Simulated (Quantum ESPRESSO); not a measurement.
# Dielectric function and optical constants of LiBr, part 2 of 3

Wanted: where LiBr starts to absorb, how strongly, and its refractive index.

Quantum ESPRESSO 7.5; DFT, PBE, plane waves with norm-conserving potentials (PseudoDojo), scalar-relativistic, independent-particle optical response without local fields and without the non-local commutator.

So far. Step 2 (Ground state): There is a gap, 4.94 eV on this mesh (points off the mesh can give less), so no carriers' term is needed.

## Step 3: Ground state with the final occupations

Level of this step: DFT, PBE, plane waves with norm-conserving potentials (PseudoDojo), scalar-relativistic, ground state (Quantum ESPRESSO).

The ground state once more, with the occupations that the first run showed to fit.

File scf.in:

```
&control
  calculation = 'scf'
  prefix = 'x'
  outdir = './tmp'
  pseudo_dir = './'
  verbosity = 'high'
/
&system
  ibrav = 0
  nat = 2
  ntyp = 2
  ecutwfc = 90
  occupations = 'fixed'
/
&electrons
  conv_thr = 1e-09
  electron_maxstep = 100
/
ATOMIC_SPECIES
  Br 1.0 Br.upf
  Li 1.0 Li.upf
CELL_PARAMETERS angstrom
  0.000000000000 2.750650000000 2.750650000000
  2.750650000000 0.000000000000 2.750650000000
  2.750650000000 2.750650000000 0.000000000000
ATOMIC_POSITIONS crystal
  Br 0.500000000000 0.500000000000 0.500000000000
  Li 0.000000000000 0.000000000000 0.000000000000
K_POINTS automatic
  7 7 7 0 0 0
```

Command:

```bash
$ mpirun -n 4 pw.x -nk 4 -in scf.in
```

Output:

```text
[banner, memory and clock lines left out]

     using ibrav=0 with symmetry is DISCOURAGED, use correct ibrav instead

     G-vector sticks info

     bravais-lattice index     =            0
     lattice parameter (alat)  =       7.3510  a.u.
     unit-cell volume          =     280.8876 (a.u.)^3
     number of atoms/cell      =            2
     number of atomic types    =            2
     number of electrons       =        10.00
     number of Kohn-Sham states=            5
     kinetic-energy cutoff     =      90.0000  Ry
     charge density cutoff     =     360.0000  Ry
     scf convergence threshold =      1.0E-09
     mixing beta               =       0.7000
     number of iterations used =            8  plain     mixing
     Exchange-correlation= PBE
                           (   1   4   3   4   0   0   0)

     celldm(1)=   7.351047  celldm(2)=   0.000000  celldm(3)=   0.000000
     celldm(4)=   0.000000  celldm(5)=   0.000000  celldm(6)=   0.000000

     crystal axes: (cart. coord. in units of alat)
               a(1) = (   0.000000   0.707107   0.707107 )
               a(2) = (   0.707107   0.000000   0.707107 )
               a(3) = (   0.707107   0.707107   0.000000 )

     reciprocal axes: (cart. coord. in units 2 pi/alat)
               b(1) = ( -0.707107  0.707107  0.707107 )
               b(2) = (  0.707107 -0.707107  0.707107 )
               b(3) = (  0.707107  0.707107 -0.707107 )

     ./Br.upf
     Pseudo is Norm-conserving + core correction, Zval =  7.0
     Generated using ONCVPSP code by D. R. Hamann
     Using radial grid of 1098 points,  6 beta functions with:
                l(1) =   0
                l(2) =   0
                l(3) =   1
                l(4) =   1
                l(5) =   2
                l(6) =   2

     ./Li.upf
     Pseudo is Norm-conserving, Zval =  3.0
     Generated using ONCVPSP code by D. R. Hamann
     Using radial grid of 1944 points,  4 beta functions with:
                l(1) =   0
                l(2) =   0
                l(3) =   1
                l(4) =   1

     atomic species   valence    mass     pseudopotential
     Br                7.00     1.00000     Br( 1.00)
     Li                3.00     1.00000     Li( 1.00)

     48 Sym. Ops., with inversion, found

                                    s                        frac. trans.

     [... symmetry matrices left out ...]
   Cartesian axes

     site n.     atom                  positions (alat units)
         1        Br     tau(   1) = (   0.7071068   0.7071068   0.7071068  )
         2        Li     tau(   2) = (   0.0000000   0.0000000   0.0000000  )

   Crystallographic axes

     site n.     atom                  positions (cryst. coord.)
         1        Br     tau(   1) = (  0.5000000  0.5000000  0.5000000  )
         2        Li     tau(   2) = (  0.0000000  0.0000000  0.0000000  )

     number of k points=    20
                       cart. coord. in units 2pi/alat
        k(    1) = (   0.0000000   0.0000000   0.0000000), wk =   0.0058309
        k(    2) = (   0.1010153   0.1010153  -0.1010153), wk =   0.0466472
        k(    3) = (   0.2020305   0.2020305  -0.2020305), wk =   0.0466472
        k(    4) = (   0.3030458   0.3030458  -0.3030458), wk =   0.0466472
        k(    5) = (   0.2020305  -0.0000000   0.0000000), wk =   0.0349854
        k(    6) = (   0.3030458   0.1010153  -0.1010153), wk =   0.1399417
        k(    7) = (   0.4040610   0.2020305  -0.2020305), wk =   0.1399417
        k(    8) = (  -0.2020305  -0.4040610   0.4040610), wk =   0.1399417
        k(    9) = (  -0.1010153  -0.3030458   0.3030458), wk =   0.1399417
        k(   10) = (  -0.0000000  -0.2020305   0.2020305), wk =   0.0699708
        k(   11) = (   0.4040610  -0.0000000   0.0000000), wk =   0.0349854
        k(   12) = (   0.5050763   0.1010153  -0.1010153), wk =   0.1399417
        k(   13) = (  -0.1010153  -0.5050763   0.5050763), wk =   0.1399417
        k(   14) = (   0.0000000  -0.4040610   0.4040610), wk =   0.0699708
        k(   15) = (   0.6060915  -0.0000000   0.0000000), wk =   0.0349854
        k(   16) = (  -0.0000000  -0.6060915   0.6060915), wk =   0.0699708
[...]
cryst. coord.
[...]
k(   13) = (  -0.0000000   0.2857143  -0.4285714), wk =   0.1399417
        k(   14) = (   0.0000000   0.2857143  -0.2857143), wk =   0.0699708
        k(   15) = (   0.0000000   0.4285714   0.4285714), wk =   0.0349854
        k(   16) = (   0.0000000   0.4285714  -0.4285714), wk =   0.0699708
        k(   17) = (   0.1428571   0.2857143   0.4285714), wk =   0.1399417
        k(   18) = (   0.1428571   0.2857143  -0.4285714), wk =   0.2798834
        k(   19) = (   0.1428571   0.4285714  -0.4285714), wk =   0.1399417
        k(   20) = (   0.1428571   0.4285714  -0.2857143), wk =   0.1399417

     Dense  grid:    32455 G-vectors     FFT dimensions: (  45,  45,  45)

     Initial potential from superposition of free atoms

     starting charge       9.9954, renormalised to      10.0000
     Starting wfcs are    6 randomized atomic wfcs

     Self-consistent Calculation

     iteration #  1     ecut=    90.00 Ry     beta= 0.70
     Davidson diagonalization with overlap

            56 MiB given to the printing process from OS
            23 MiB allocation reported by mallinfo(arena+hblkhd)
------------------
     ethr =  1.00E-02,  avg # of iterations =  1.6

     Threshold (ethr) on eigenvalues was too large:
     Diagonalizing with lowered threshold

     Davidson diagonalization with overlap

            56 MiB given to the printing process from OS
            26 MiB allocation reported by mallinfo(arena+hblkhd)
------------------
     ethr =  1.73E-04,  avg # of iterations =  2.2

     total energy              =     -46.09879576 Ry
     estimated scf accuracy    <       0.01335654 Ry

     iteration #  2     ecut=    90.00 Ry     beta= 0.70
     Davidson diagonalization with overlap

            66 MiB given to the printing process from OS
            32 MiB allocation reported by mallinfo(arena+hblkhd)
------------------
     ethr =  1.34E-04,  avg # of iterations =  2.0

     total energy              =     -46.10215552 Ry
     estimated scf accuracy    <       0.00124415 Ry

     iteration #  3     ecut=    90.00 Ry     beta= 0.70
     Davidson diagonalization with overlap

            67 MiB given to the printing process from OS
            33 MiB allocation reported by mallinfo(arena+hblkhd)
------------------
     ethr =  1.24E-05,  avg # of iterations =  2.0

     total energy              =     -46.10237992 Ry
     estimated scf accuracy    <       0.00006398 Ry

     iteration #  4     ecut=    90.00 Ry     beta= 0.70
     Davidson diagonalization with overlap

            68 MiB given to the printing process from OS
            34 MiB allocation reported by mallinfo(arena+hblkhd)
------------------
     ethr =  6.40E-07,  avg # of iterations =  3.0

     total energy              =     -46.10239877 Ry
     estimated scf accuracy    <       0.00001790 Ry

     iteration #  5     ecut=    90.00 Ry     beta= 0.70
     Davidson diagonalization with overlap

            69 MiB given to the printing process from OS
            35 MiB allocation reported by mallinfo(arena+hblkhd)
------------------
     ethr =  1.79E-07,  avg # of iterations =  2.0

     total energy              =     -46.10240315 Ry
     estimated scf accuracy    <       0.00000082 Ry

     iteration #  6     ecut=    90.00 Ry     beta= 0.70
     Davidson diagonalization with overlap

            70 MiB given to the printing process from OS
            36 MiB allocation reported by mallinfo(arena+hblkhd)
------------------
     ethr =  8.19E-09,  avg # of iterations =  2.0

     total energy              =     -46.10240326 Ry
     estimated scf accuracy    <          5.7E-09 Ry

     iteration #  7     ecut=    90.00 Ry     beta= 0.70
     Davidson diagonalization with overlap

            71 MiB given to the printing process from OS
            37 MiB allocation reported by mallinfo(arena+hblkhd)
------------------
     ethr =  5.66E-11,  avg # of iterations =  4.0

     total energy              =     -46.10240326 Ry
     estimated scf accuracy    <          3.6E-09 Ry

     iteration #  8     ecut=    90.00 Ry     beta= 0.70
     Davidson diagonalization with overlap

            72 MiB given to the printing process from OS
            38 MiB allocation reported by mallinfo(arena+hblkhd)
------------------
     ethr =  3.64E-11,  avg # of iterations =  2.0

     End of self-consistent calculation

          k = 0.0000 0.0000 0.0000 (  4015 PWs)   bands (ev):

   -42.3376 -11.4183   2.0149   2.0149   2.0149

     occupation numbers
     1.0000   1.0000   1.0000   1.0000   1.0000

          k = 0.1010 0.1010-0.1010 (  4029 PWs)   bands (ev):

   -42.3375 -11.3368   1.2841   1.9609   1.9609

     occupation numbers
     1.0000   1.0000   1.0000   1.0000   1.0000

          k = 0.2020 0.2020-0.2020 (  4056 PWs)   bands (ev):

   -42.3370 -11.1428   0.0518   1.8482   1.8482

     occupation numbers
     1.0000   1.0000   1.0000   1.0000   1.0000

          k = 0.3030 0.3030-0.3030 (  4062 PWs)   bands (ev):

   -42.3367 -10.9743  -0.7504   1.7653   1.7653

     occupation numbers
     1.0000   1.0000   1.0000   1.0000   1.0000

          k = 0.2020-0.0000 0.0000 (  4039 PWs)   bands (ev):

   -42.3374 -11.3088   1.3426   1.7699   1.7699

     occupation numbers
     1.0000   1.0000   1.0000   1.0000   1.0000

          k = 0.3030 0.1010-0.1010 (  4047 PWs)   bands (ev):

   -42.3370 -11.1494   0.3819   1.5790   1.6186

     occupation numbers
     1.0000   1.0000   1.0000   1.0000   1.0000

          k = 0.4041 0.2020-0.2020 (  4048 PWs)   bands (ev):

   -42.3367 -10.9669  -0.4857   1.3553   1.5236

     occupation numbers
     1.0000   1.0000   1.0000   1.0000   1.0000

          k =-0.2020-0.4041 0.4041 (  4033 PWs)   bands (ev):

   -42.3366 -10.9079  -0.7180   1.1403   1.6369

     occupation numbers
     1.0000   1.0000   1.0000   1.0000   1.0000

     [... further k points left out ...]

     highest occupied level (ev):     2.0149

!    total energy              =     -46.10240326 Ry
     estimated scf accuracy    <          5.3E-11 Ry

     The total energy is the sum of the following terms:
     one-electron contribution =      -8.85604105 Ry
     hartree contribution      =       6.53526907 Ry
     xc contribution           =     -13.79968913 Ry
     ewald contribution        =     -29.98194216 Ry

     convergence has been achieved in   8 iterations

     XML data file, charge density, pseudopotentials, collected wavefunctions

                                        0.00s GPU  (     152 calls)
```

The job ended after 2.5 s (4 MPI ranks of Arm Neoverse V2, shared host; peak memory 0.07 GiB).

## Step 4: Bands on the whole mesh, 11×11×11

At the fixed density, many empty bands are solved on the mesh of the response, since the spectrum sums over them.

This step: DFT, PBE, plane waves with norm-conserving potentials (PseudoDojo), scalar-relativistic, bands at fixed density (Quantum ESPRESSO 7.5).

nscf.in, as its differences from scf.in of step 3:

```diff
@@ -1,3 +1,3 @@
 &control
-  calculation = 'scf'
+  calculation = 'nscf'
   prefix = 'x'
@@ -5,3 +5,2 @@
   pseudo_dir = './'
-  verbosity = 'high'
 /
@@ -13,2 +12,5 @@
   occupations = 'fixed'
+  nbnd = 23
+  nosym = .true.
+  noinv = .true.
 /
@@ -17,2 +19,3 @@
   electron_maxstep = 100
+  diago_full_acc = .true.
 /
@@ -29,2 +32,2 @@
 K_POINTS automatic
-  7 7 7 0 0 0
+  11 11 11 0 0 0
```

Command:

```bash
$ mpirun -n 4 pw.x -nk 4 -in nscf.in
```

Output:

```text
[banner, memory and clock lines left out]

     Atomic positions and unit cell read from directory:

     G-vector sticks info

     bravais-lattice index     =            0
     lattice parameter (alat)  =       7.3510  a.u.
     unit-cell volume          =     280.8876 (a.u.)^3
     number of atoms/cell      =            2
     number of atomic types    =            2
     number of electrons       =        10.00
     number of Kohn-Sham states=           23
     kinetic-energy cutoff     =      90.0000  Ry
     charge density cutoff     =     360.0000  Ry
     Exchange-correlation= PBE
                           (   1   4   3   4   0   0   0)

     celldm(1)=   7.351047  celldm(2)=   0.000000  celldm(3)=   0.000000
     celldm(4)=   0.000000  celldm(5)=   0.000000  celldm(6)=   0.000000

     crystal axes: (cart. coord. in units of alat)
               a(1) = (   0.000000   0.707107   0.707107 )
               a(2) = (   0.707107   0.000000   0.707107 )
               a(3) = (   0.707107   0.707107   0.000000 )

     reciprocal axes: (cart. coord. in units 2 pi/alat)
               b(1) = ( -0.707107  0.707107  0.707107 )
               b(2) = (  0.707107 -0.707107  0.707107 )
               b(3) = (  0.707107  0.707107 -0.707107 )

     ./Br.upf
     Pseudo is Norm-conserving + core correction, Zval =  7.0
     Generated using ONCVPSP code by D. R. Hamann
     Using radial grid of 1098 points,  6 beta functions with:
                l(1) =   0
                l(2) =   0
                l(3) =   1
                l(4) =   1
                l(5) =   2
                l(6) =   2

     ./Li.upf
     Pseudo is Norm-conserving, Zval =  3.0
     Generated using ONCVPSP code by D. R. Hamann
     Using radial grid of 1944 points,  4 beta functions with:
                l(1) =   0
                l(2) =   0
                l(3) =   1
                l(4) =   1

     atomic species   valence    mass     pseudopotential
     Br                7.00     1.00000     Br( 1.00)
     Li                3.00     1.00000     Li( 1.00)

     No symmetry found

   Cartesian axes

     site n.     atom                  positions (alat units)
         1        Br     tau(   1) = (   0.7071068   0.7071068   0.7071068  )
         2        Li     tau(   2) = (   0.0000000   0.0000000   0.0000000  )

     number of k points=  1331

     Number of k-points >= 100: set verbosity='high' to print them.

     Dense  grid:    32455 G-vectors     FFT dimensions: (  45,  45,  45)

     The potential is recalculated from file :

     Starting wfcs are    6 randomized atomic wfcs +   17 random wfcs

     Band Structure Calculation
     Davidson diagonalization with overlap

     ethr =  1.00E-11,  avg # of iterations = 36.1

     End of band structure calculation

     Number of k-points >= 100: set verbosity='high' to print the bands.

     highest occupied, lowest unoccupied level (ev):     2.0199    6.9526

     XML data file, pseudopotentials, collected wavefunctions

                                        0.00s GPU  (   13222 calls)

[... left out ...]
ulation
     Davidson diagonalization with overlap

     ethr =  1.00E-11,  avg # of iterations = 36.1

     End of band structure calculation

     Number of k-points >= 100: set verbosity='high' to print the bands.

     highest occupied, lowest unoccupied level (ev):     2.0199    6.9526

     XML data file, pseudopotentials, collected wavefunctions

                                        0.00s GPU  (   13222 calls)
```

It took 5.7 min on 4 MPI ranks; peak memory 0.06 GiB; 23 min of CPU time.

[end of part 2 of 3]

[Machine, clock, banner and «Message from routine» lines are left out of the logs.]

[Logs are printed without paths, hosts, clocks, repeated set-up lines and the standing remarks that a program may print on its own settings, such as how far it seeks lower states.]

[Hosts, paths, dates, database ids (printed as entryN), source tags and the programs' standing remarks are cut or masked in the printed files.]
